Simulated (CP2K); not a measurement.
Runs of CP2K 2026.2 on SnTe. The structure is cubic, space group Fm-3m (No. 225). Conventional cell: a = 6.302 Å, b = 6.302 Å, c = 6.302 Å, α = 90.00°, β = 90.00°, γ = 90.00°. Te (site symmetry m-3m) has 6 Sn at 3.15 Å as nearest neighbours. Sn (site symmetry m-3m) is surrounded by 6 Te at 3.15 Å. 

| task | level | potentials or basis | spin | smearing | EPS_DEFAULT | k points reduced by the point group | NGRIDS | CUTOFF of the grids | points a segment of the path (NPOINTS) | pressure (GPa) | V0 of scaled cells (Å³/atom) | B0 (GPa) |
| --- | --- | --- | --- | --- | --- | --- | --- | --- | --- | --- | --- | --- |
| single point | PBEsol | POTENTIAL_UZH Te GTH-PBE-q6, Sn GTH-PBE-q4; TZVP-MOLOPT-PBE-GTH basis | off | fermi-dirac 0.05 eV | 1.0E-10 | yes | 4 | 450 Ry | - | 1.8 | - | - |
| equation of state | PBEsol | POTENTIAL_UZH Te GTH-PBE-q6, Sn GTH-PBE-q4; TZVP-MOLOPT-PBE-GTH basis | off | fermi-dirac 0.01 eV | 1.0E-9 | yes | 5 | 450 Ry | - | - | 32.50 | 44 |
| band structure | PBEsol | POTENTIAL_UZH Te GTH-PBE-q6, Sn GTH-PBE-q4; TZVP-MOLOPT-PBE-GTH basis | off | fermi-dirac 0.05 eV | 1.0E-9 | yes | 4 | 450 Ry | 8 | 1.8 | - | - |
| band structure | r2SCAN | POTENTIAL_UZH Te GTH-SCAN-q6, Sn GTH-SCAN-q4; TZVP-MOLOPT-SCAN-GTH basis | off | fermi-dirac 0.01 eV | 1.0E-9 | yes | 5 | 675 Ry | 8 | (a) | - | - |
| equation of state | LDA | GTH_POTENTIALS Te GTH-PADE-q6, Sn GTH-PADE-q4; TZVP-MOLOPT-PBE-GTH basis | off | fermi-dirac 0.05 eV | 1.0E-10 | yes | 5 | 450 Ry | - | - | 30.42 | 48 |
| single point | PBE | POTENTIAL_UZH Te GTH-PBE-q6, Sn GTH-PBE-q4; TZVP-MOLOPT-PBE-GTH basis | off | fermi-dirac 0.05 eV | 1.0E-10 | yes | 4 | 450 Ry | - | 3.0 | - | - |
| band structure | PBE | GTH_SOC_POTENTIALS Te GTH-PBE-q6, Sn GTH-PBE-q4; TZVP-MOLOPT-PBE-GTH basis | SOC, no magnetisation | fermi-dirac 0.0259 eV | 1.0E-9 | - | 5 | 450 Ry | 6 | 3.0 | - | - |
| equation of state | PBEsol | POTENTIAL_UZH Te GTH-PBE-q6, Sn GTH-PBE-q4; TZVP-MOLOPT-PBE-GTH basis | off | fermi-dirac 0.05 eV | 1.0E-10 | yes | 5 | 450 Ry | - | - | 32.50 | 44 |
| band structure | LDA | GTH_POTENTIALS Te GTH-PADE-q6, Sn GTH-PADE-q4; TZVP-MOLOPT-PBE-GTH basis | off | fermi-dirac 0.05 eV | 1.0E-9 | yes | 5 | 450 Ry | 10 | -1.3 | - | - |
| band structure | PBE | POTENTIAL_UZH Te GTH-PBE-q6, Sn GTH-PBE-q4; TZVP-MOLOPT-PBE-GTH basis | off | fermi-dirac 0.05 eV | 1.0E-9 | yes | 5 | 450 Ry | 6 | 3.0 | - | - |

Alike in all rows: cell as given; k mesh 7 × 7 × 7.

**Question.** Estimate the missing entries.

**Answer.** (a) 0.0.

Caveats: the basis of atomic orbitals isn't converged, which shifts pressures, moduli and gaps; the potentials were made for another functional, which shifts forces and pressure (some runs).

Not every run made on this cell is shown here.
